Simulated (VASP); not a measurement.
## Bi: convergence with the k-mesh and SCF threshold

A convergence test on Bi: the k-mesh and SCF threshold. The atoms are off their equilibrium sites, so that forces can be compared too. The series runs use PBE. The k-mesh tried: 2 2 1; 2 2 2; 3 3 2; 4 4 3; 6 6 4; 7 7 5; 9 9 7. The SCF threshold tried: EDIFF = 0.01; EDIFF = 0.001; EDIFF = 1E-04; EDIFF = 1E-05; EDIFF = 1E-06; EDIFF = 1E-08. The atoms of the start are displaced at random from the sites of a Pm-3m cell.

Calculated with VASP 6.6.1; PBE; plane waves and PAW (Bi_d).

The starting crystal is not the ambient structure of Bi; it is a model or a phase of other conditions.

## Step 1: The starting structure

It takes space group P1 (No. 1, triclinic). The conventional cell has a = 4.526 Å, b = 4.658 Å, c = 6.521 Å, α = 93.04°, β = 90.00°, γ = 90.00°. Nearest to Bi lie 6 Bi at 3.19 to 3.30 Å. Nearest to Bi lie 6 Bi at 3.18 to 3.31 Å. Nearest to Bi lie 6 Bi at 3.19 to 3.30 Å.

Coordinates:

```xyz
4
Lattice="4.6584 0.0000 0.0000 0.0000 4.5264 0.0000 -0.3460 0.0000 6.5119" Properties=species:S:1:pos:R:3 pbc="T T T"
Bi    3.2380    3.3750    4.9234
Bi    1.0787    1.1421    1.6060
Bi    3.4529    3.3611    1.6507
Bi    0.8776    1.0659    4.8843
```

## Step 2: K-mesh: 2 2 1

The sum over the zone converges with the mesh, fast for insulators and slowly for metals. PBE, the usual starting point, adds the gradient of the density.

Input file INCAR:

```
SYSTEM = Bi
PREC = Accurate
ENCUT = 400
EDIFF = 1E-06
NELM = 100
ISMEAR = -1
SIGMA = 0.05
LREAL = .FALSE.
ALGO = Normal
GGA = PE
NBANDS = 37
LORBIT = 11
LWAVE = .FALSE.
LCHARG = .FALSE.
NCORE = 4
ISIF = 2
```

Input file POSCAR:

```
Bi
1.0
    4.6584121839      0.0000000000      0.0000000000
    0.0000000000      4.5263885800      0.0000000000
   -0.3459734563      0.0000000000      6.5119480672
Bi
4
Direct
    0.7512360000      0.7456270000      0.7560590000
    0.2498840000      0.2523180000      0.2466170000
    0.7600420000      0.7425590000      0.2534830000
    0.2440990000      0.2354930000      0.7500530000
```

Input file KPOINTS:

```
Automatic mesh
0
Gamma
2 2 1
0 0 0
```

Potentials, in the order of the species: Bi_d (PBE family, release 64).

Command:

```bash
$ mpirun -np 4 vasp_std
```

The log of the run:

```text
[banner, memory and clock lines left out]
running    4 mpi-ranks, on    1 nodes
 distrk:  each k-point on    4 cores,    1 groups
 distr:  one band on    4 cores,    1 groups

 POSCAR found type information on POSCAR Bi
 POSCAR found :  1 types and       4 ions
 LDA part: xc-table for (Slater+PW92), standard interpolation
 POSCAR, INCAR and KPOINTS ok, starting setup
 FFT: planning ... GRIDC
 FFT: planning ... GRID_SOFT
 FFT: planning ... GRID
 WAVECAR not read
 entering main loop
       N       E                     dE             d eps       ncg     rms          rms(c)
DAV:   1     0.666649506181E+03    0.66665E+03   -0.27863E+04   296   0.168E+03
DAV:   2     0.542891069782E+02   -0.61236E+03   -0.60266E+03   306   0.493E+02
DAV:   3    -0.144528333981E+02   -0.68742E+02   -0.67372E+02   334   0.190E+02
DAV:   4    -0.174198248116E+02   -0.29670E+01   -0.29578E+01   336   0.431E+01
DAV:   5    -0.175739952744E+02   -0.15417E+00   -0.15415E+00   369   0.858E+00    0.135E+00
DAV:   6    -0.175543467153E+02    0.19649E-01   -0.78593E-02   416   0.204E+00    0.804E-01
DAV:   7    -0.175487236777E+02    0.56230E-02   -0.62755E-02   324   0.196E+00    0.178E-01
DAV:   8    -0.175494200584E+02   -0.69638E-03   -0.97285E-03   344   0.104E+00    0.483E-02
DAV:   9    -0.175494326284E+02   -0.12570E-04   -0.79052E-04   449   0.463E-01    0.289E-02
DAV:  10    -0.175494160443E+02    0.16584E-04   -0.18309E-04   347   0.142E-01    0.188E-02
DAV:  11    -0.175494105120E+02    0.55323E-05   -0.33625E-05   392   0.633E-02    0.319E-03
DAV:  12    -0.175494111206E+02   -0.60857E-06   -0.47277E-06   328   0.254E-02
   1 F= -.17549411E+02 E0= -.17549411E+02  d E =-.102832E-05
```

The job ended after 2 s (4 MPI ranks of Intel Xeon 6975P-C (Granite Rapids), shared host; peak memory 0.47 GiB).

The logs omit lines about the potential files and the build; timing stands in the text.

Parts of OUTCAR (step 2):

```text
ion  position               nearest neighbor table
   1  0.751  0.746  0.756-   4 3.19   4 3.24   3 3.24   4 3.26   3 3.28   4 3.30
   2  0.250  0.252  0.247-   3 3.18   4 3.24   3 3.25   3 3.25   4 3.29   3 3.31
   3  0.760  0.743  0.253-   2 3.18   1 3.24   2 3.25   2 3.25   1 3.28   2 3.31
   4  0.244  0.235  0.750-   1 3.19   2 3.24   1 3.24   1 3.26   2 3.29   1 3.30

  LATTYP: Found a simple monoclinic cell.
 ALAT       =     4.6584121839
 B/A-ratio  =     0.9716590978
 C/A-ratio  =     1.3998615729
 COS(beta)  =    -0.0530542006

 Subroutine GETGRP returns: Found  1 space group operations
 (whereof  1 operations were pure point group operations)

The static configuration has the point symmetry C_1 .

 Found      4 irreducible k-points:

   k-points           NKPTS =      4   k-points in BZ     NKDIM =      4   number of bands    NBANDS=     37

   dimension x,y,z NGX =    30 NGY =   30 NGZ =   48
   dimension x,y,z NGXF=    60 NGYF=   60 NGZF=   96

   ENCUT  =  400.0 eV  29.40 Ry    5.42 a.u.   7.60  7.38 10.63*2*pi/ulx,y,z

   NELECT =      60.0000    total number of electrons

 k-points in reciprocal lattice and weights: Automatic mesh
   0.00000000  0.00000000  0.00000000       0.250
   0.50000000  0.00000000 -0.00000000       0.250
   0.00000000  0.50000000  0.00000000       0.250
   0.50000000  0.50000000 -0.00000000       0.250

 average (electrostatic) potential at core
       1-104.3389       2-104.3334       3-104.3429       4-104.3370

 E-fermi :   6.5359

 k-point     1 :       0.0000    0.0000    0.0000
  band No.  band energies     occupation
    ...
     26       3.3286      2.00000
     27       3.6202      2.00000
     28       4.8665      2.00000
     29       5.3172      2.00000
     30       5.5700      2.00000
     31       9.2697      0.00000
     32       9.6770      0.00000
     33       9.7114      0.00000
     34       9.9308      0.00000
     35      11.4789      0.00000
    ...

 k-point     2 :       0.5000    0.0000   -0.0000
  band No.  band energies     occupation
    ...
     26       3.3210      2.00000
     27       5.5776      2.00000
     28       5.6116      2.00000
     29       5.6670      2.00000
     30       5.8584      2.00000
     31       7.4003      0.00000
     32       7.5790      0.00000
     33       7.6530      0.00000
     34       7.6629      0.00000
     35      11.2160      0.00000
    ...

 k-point     3 :       0.0000    0.5000    0.0000
  band No.  band energies     occupation
    ...
     26       3.3036      2.00000
     27       5.3566      2.00000
     28       5.3596      2.00000
     29       5.5910      2.00000
     30       5.5994      2.00000
     31       7.2439      0.00000
     32       7.2526      0.00000
     33       7.4387      0.00000
     34       7.4446      0.00000
     35      11.3560      0.00000
    ...

  Total        7.8615135      9.4843990    -21.9344262     -0.0221483      0.0007541      2.6195385
  in kB       91.7309879    110.6674037   -255.9388321     -0.2584348      0.0087989     30.5657242
  external PRESSURE =     -17.8468135 kB  Pullay stress =       0.0000000 kB

  energy-cutoff  :      400.00
  volume of cell :      137.31
      direct lattice vectors                 reciprocal lattice vectors
     4.658412184  0.000000000  0.000000000     0.214665418  0.000000000  0.011404965
     0.000000000  4.526388580  0.000000000     0.000000000  0.220926680  0.000000000
    -0.345973456  0.000000000  6.511948067     0.000000000  0.000000000  0.153563878

 POSITION                                       TOTAL-FORCE (eV/Angst)
 -----------------------------------------------------------------------------------
      3.23799      3.37500      4.92342        -0.267115      0.150617      0.006211
      1.07874      1.14209      1.60596         0.238846      0.058910      0.022160
      3.45289      3.36111      1.65067        -0.349869     -0.160363      0.035275
      0.87762      1.06593      4.88431         0.378138     -0.049165     -0.063646
 -----------------------------------------------------------------------------------
    total drift:                               -0.000300      0.000093     -0.000865

  FREE ENERGIE OF THE ION-ELECTRON SYSTEM (eV)
  ---------------------------------------------------
  free  energy   TOTEN  =       -17.5494111206 eV

  energy  without entropy=      -17.5494100922  energy(sigma->0) =      -17.54941061

 total charge
# of ion       s       p       d       tot
------------------------------------------
    1        1.536   1.330   9.906  12.773
    2        1.536   1.332   9.906  12.774
    3        1.537   1.329   9.907  12.772
    4        1.536   1.330   9.906  12.773
--------------------------------------------------
tot          6.145   5.321  39.626  51.092

[... 1 further part left out ...]
```

The gap is read on the k-mesh alone, so it is an upper bound where the band edges lie off the mesh, and a coarse mesh can show a gap where there is none. Spin-orbit coupling is off here; it can split and shift levels that hold much weight on Bi by tenths of an eV or more.

Numbers from this step:

```yaml
scf_cycles: 12
electrons: 60
bands: 37
irreducible_k_points: 4
symmetry_operations: 1
free_energy_toten: -17.55 eV
fermi_energy: 6.536 eV
pressure: -1.785 GPa
metallic_judged_on_the_points_sampled: no
valence_top_at_k: 0.5, 0, 0
conduction_bottom_at_k: 0, 0.5, 0
least_direct_gap_at_k: 0.5, 0, 0
gap_on_the_k_mesh: 1.386 eV
least_direct_gap_on_the_k_mesh: 1.542 eV
```

The series starts at -4.3874 eV an atom and -1.78 GPa, after 12 cycles in 2 s.

## Step 3: K-mesh: 2 2 2

INCAR is that of step 2.

POSCAR is that of step 2.

Input file KPOINTS:

```
Automatic mesh
0
Gamma
2 2 2
0 0 0
```

Command:

```bash
$ mpirun -np 4 vasp_std
```

The log of the run:

```text
[... set-up lines as in an earlier step ...]
 entering main loop
       N       E                     dE             d eps       ncg     rms          rms(c)
DAV:   1     0.667330751801E+03    0.66733E+03   -0.27793E+04   592   0.168E+03
DAV:   2     0.569723982533E+02   -0.61036E+03   -0.60071E+03   618   0.492E+02
DAV:   3    -0.933907291458E+01   -0.66311E+02   -0.65071E+02   678   0.188E+02
DAV:   4    -0.123397327094E+02   -0.30007E+01   -0.29524E+01   662   0.429E+01
[...]
DAV:  11    -0.124756166666E+02   -0.23222E-04   -0.23163E-04   752   0.199E-01    0.158E-02
DAV:  12    -0.124756196542E+02   -0.29876E-05   -0.45325E-05   689   0.127E-01    0.618E-03
DAV:  13    -0.124756194433E+02    0.21091E-06   -0.98504E-06   672   0.408E-02
   1 F= -.12475619E+02 E0= -.12432828E+02  d E =-.855836E-01
```

Wall time 3.4 s (4 MPI ranks); peak memory 0.48 GiB; 11 s of CPU time.

OUTCAR, selected parts (step 3):

```text
  Total        7.6424865      5.8078986     -2.2430685     -0.0348438     -0.1046624     -2.6853969
  in kB       89.1753022     67.7686654    -26.1729361     -0.4065704     -1.2212390    -31.3341836
  external PRESSURE =      43.5903438 kB  Pullay stress =       0.0000000 kB

 POSITION                                       TOTAL-FORCE (eV/Angst)
 -----------------------------------------------------------------------------------
      3.23799      3.37500      4.92342         0.194157      0.844608      0.467134
      1.07874      1.14209      1.60596        -0.488207      0.989253     -0.534775
      3.45289      3.36111      1.65067         0.754891     -0.795428     -0.014998
      0.87762      1.06593      4.88431        -0.460841     -1.038433      0.082639
 -----------------------------------------------------------------------------------
    total drift:                               -0.000145      0.000169     -0.001154

  FREE ENERGIE OF THE ION-ELECTRON SYSTEM (eV)
  ---------------------------------------------------
  free  energy   TOTEN  =       -12.4756194433 eV

  energy  without entropy=      -12.3900357981  energy(sigma->0) =      -12.43282762

[... 1 part as in an earlier step ...]

[... 2 further parts left out ...]
[key lines of the parts left out:]
E-fermi :   6.4430
```

Against the run before the energy moves by +1279.15 meV an atom and the pressure by +6.14 GPa, after 13 cycles in 3.4 s.

## Step 4: K-mesh: 3 3 2

Changes to INCAR since step 3:

```diff
@@ -14,3 +14,4 @@
 LCHARG = .FALSE.
-NCORE = 4
+KPAR = 2
+NCORE = 2
 ISIF = 2
```

POSCAR is that of step 3.

Input file KPOINTS:

```
Automatic mesh
0
Gamma
3 3 2
0 0 0
```

Command:

```bash
$ mpirun -np 4 vasp_std
```

The log of the run:

```text
[banner, memory and clock lines left out]
running    4 mpi-ranks, on    1 nodes
[...]
LDA part: xc-table for (Slater+PW92), standard interpolation
 POSCAR, INCAR and KPOINTS ok, starting setup
[...]
entering main loop
       N       E                     dE             d eps       ncg     rms          rms(c)
DAV:   1     0.665386836950E+03    0.66539E+03   -0.27767E+04   740   0.169E+03
DAV:   2     0.571735995697E+02   -0.60821E+03   -0.59907E+03   745   0.490E+02
DAV:   3    -0.119111053860E+02   -0.69085E+02   -0.67708E+02   865   0.190E+02
DAV:   4    -0.148902616808E+02   -0.29792E+01   -0.29710E+01   810   0.430E+01
[...]
DAV:  10    -0.150445970565E+02    0.55295E-05   -0.85271E-05   849   0.121E-01    0.113E-02
DAV:  11    -0.150445946400E+02    0.24165E-05   -0.17268E-05  1000   0.610E-02    0.210E-03
DAV:  12    -0.150445955612E+02   -0.92128E-06   -0.26451E-06   582   0.209E-02
   1 F= -.15044596E+02 E0= -.15042684E+02  d E =-.382298E-02
```

The job ended after 3.8 s (4 MPI ranks; peak memory 0.63 GiB).

Parts of OUTCAR (step 4):

```text
  Total       -3.0206499     -1.8085588      8.7993630     -0.0169131      0.0053458      0.5417713
  in kB      -35.2460370    -21.1029195    102.6741559     -0.1973481      0.0623772      6.3215842
  external PRESSURE =      15.4417331 kB  Pullay stress =       0.0000000 kB

 POSITION                                       TOTAL-FORCE (eV/Angst)
 -----------------------------------------------------------------------------------
      3.23799      3.37500      4.92342         0.011345      0.104355     -0.198038
      1.07874      1.14209      1.60596        -0.052034      0.147283      0.198355
      3.45289      3.36111      1.65067         0.085244     -0.100338      0.101230
      0.87762      1.06593      4.88431        -0.044555     -0.151300     -0.101546
 -----------------------------------------------------------------------------------
    total drift:                               -0.000241      0.000148     -0.000822

  FREE ENERGIE OF THE ION-ELECTRON SYSTEM (eV)
  ---------------------------------------------------
  free  energy   TOTEN  =       -15.0445955612 eV

  energy  without entropy=      -15.0407725838  energy(sigma->0) =      -15.04268407

[... 1 part as in an earlier step ...]

[... 2 further parts left out ...]
[key lines of the parts left out:]
E-fermi :   6.6643
```

Against the run before the energy moves by -652.46 meV an atom and the pressure by -2.81 GPa, after 12 cycles in 3.8 s.

## Step 5: K-mesh: 4 4 3

Changes to INCAR since step 4:

```diff
@@ -14,4 +14,3 @@
 LCHARG = .FALSE.
-KPAR = 2
-NCORE = 2
+KPAR = 4
 ISIF = 2
```

POSCAR is that of step 4.

Input file KPOINTS:

```
Automatic mesh
0
Gamma
4 4 3
0 0 0
```

Command:

```bash
$ mpirun -np 4 vasp_std
```

The log of the run:

```text
[banner, memory and clock lines left out]
running    4 mpi-ranks, on    1 nodes
[...]
LDA part: xc-table for (Slater+PW92), standard interpolation
 POSCAR, INCAR and KPOINTS ok, starting setup
[...]
entering main loop
       N       E                     dE             d eps       ncg     rms          rms(c)
DAV:   1     0.665056311373E+03    0.66506E+03   -0.27875E+04  1924   0.168E+03
DAV:   2     0.561838711567E+02   -0.60887E+03   -0.59925E+03  1947   0.493E+02
DAV:   3    -0.123405067672E+02   -0.68524E+02   -0.67345E+02  2227   0.191E+02
DAV:   4    -0.152982843578E+02   -0.29578E+01   -0.29456E+01  2152   0.430E+01
[...]
DAV:   9    -0.154583966572E+02    0.10441E-03   -0.42472E-04  2331   0.230E-01    0.103E-02
DAV:  10    -0.154583945962E+02    0.20610E-05   -0.31400E-05  2588   0.537E-02    0.328E-03
DAV:  11    -0.154583945107E+02    0.85493E-07   -0.23912E-06  1703   0.218E-02
   1 F= -.15458395E+02 E0= -.15451191E+02  d E =-.144074E-01
```

Wall time 9.2 s (4 MPI ranks); peak memory 0.87 GiB; 35 s of CPU time.

OUTCAR, selected parts (step 5):

```text
  Total        1.9919298      2.2825320     -1.7197997     -0.0276546     -0.0038767      0.4986546
  in kB       23.2425592     26.6334106    -20.0672462     -0.3226838     -0.0452353      5.8184822
  external PRESSURE =       9.9362412 kB  Pullay stress =       0.0000000 kB

 POSITION                                       TOTAL-FORCE (eV/Angst)
 -----------------------------------------------------------------------------------
      3.23799      3.37500      4.92342        -0.076967      0.103245     -0.036433
      1.07874      1.14209      1.60596         0.043354      0.091193      0.032187
      3.45289      3.36111      1.65067        -0.057481     -0.104016      0.022336
      0.87762      1.06593      4.88431         0.091094     -0.090422     -0.018089
 -----------------------------------------------------------------------------------
    total drift:                               -0.000184      0.000171     -0.000824

  FREE ENERGIE OF THE ION-ELECTRON SYSTEM (eV)
  ---------------------------------------------------
  free  energy   TOTEN  =       -15.4583945107 eV

  energy  without entropy=      -15.4439871545  energy(sigma->0) =      -15.45119083

[... 1 part as in an earlier step ...]

[... 2 further parts left out ...]
[key lines of the parts left out:]
E-fermi :   6.6496
```

Against the run before the energy moves by -102.13 meV an atom and the pressure by -0.55 GPa, after 11 cycles in 9.2 s.

## Step 6: K-mesh: 6 6 4

INCAR is that of step 5.

POSCAR is that of step 5.

Input file KPOINTS:

```
Automatic mesh
0
Gamma
6 6 4
0 0 0
```

Command:

```bash
$ mpirun -np 4 vasp_std
```

The log of the run:

```text
[... set-up lines as in an earlier step ...]
 entering main loop
       N       E                     dE             d eps       ncg     rms          rms(c)
DAV:   1     0.663649223587E+03    0.66365E+03   -0.27712E+04  5624   0.168E+03
DAV:   2     0.559969372304E+02   -0.60765E+03   -0.59787E+03  5670   0.493E+02
DAV:   3    -0.122343699963E+02   -0.68231E+02   -0.67085E+02  6655   0.189E+02
DAV:   4    -0.151822340027E+02   -0.29479E+01   -0.29332E+01  6317   0.427E+01
[...]
DAV:   9    -0.153359034634E+02    0.12326E-03   -0.47729E-04  6899   0.240E-01    0.103E-02
DAV:  10    -0.153359014420E+02    0.20214E-05   -0.32047E-05  7508   0.504E-02    0.293E-03
DAV:  11    -0.153359015687E+02   -0.12678E-06   -0.26627E-06  4919   0.232E-02
   1 F= -.15335902E+02 E0= -.15324288E+02  d E =-.232279E-01
```

Wall time 24 s (4 MPI ranks); peak memory 1.2 GiB.

From OUTCAR (step 6):

```text
  Total        0.3205059      0.9364873      1.6282771     -0.0200771     -0.0088597      0.2205070
  in kB        3.7397786     10.9272730     18.9993275     -0.2342664     -0.1033779      2.5729554
  external PRESSURE =      11.2221264 kB  Pullay stress =       0.0000000 kB

 POSITION                                       TOTAL-FORCE (eV/Angst)
 -----------------------------------------------------------------------------------
      3.23799      3.37500      4.92342        -0.051885      0.121530     -0.009454
      1.07874      1.14209      1.60596         0.006115      0.120960     -0.003652
      3.45289      3.36111      1.65067         0.005544     -0.118886      0.006426
      0.87762      1.06593      4.88431         0.040227     -0.123604      0.006680
 -----------------------------------------------------------------------------------
    total drift:                               -0.000228      0.000103     -0.000797

  FREE ENERGIE OF THE ION-ELECTRON SYSTEM (eV)
  ---------------------------------------------------
  free  energy   TOTEN  =       -15.3359015687 eV

  energy  without entropy=      -15.3126736961  energy(sigma->0) =      -15.32428763

[... 1 part as in an earlier step ...]

[... 2 further parts left out ...]
[key lines of the parts left out:]
E-fermi :   6.6061
```

Against the run before the energy moves by +31.73 meV an atom and the pressure by +0.13 GPa, after 11 cycles in 24 s.

(Part 1 of 3 ends here.)

[Lines on the potential files, build, host, timing and source positions are cut from VASP's logs without a mark.]

[Logs are printed without paths, hosts, clocks, repeated set-up lines and the standing remarks that a program may print on its own settings, such as how far it seeks lower states.]

[Hosts, paths, dates, database ids (printed as entryN), source tags and the programs' standing remarks are cut or masked in the printed files.]

[A measured line is paired with the nearest computed mode of its activity, which favours agreement.]

[In band tables of VASP the shares of atoms and orbitals are scaled to a sum of 1 inside the atoms' spheres.]
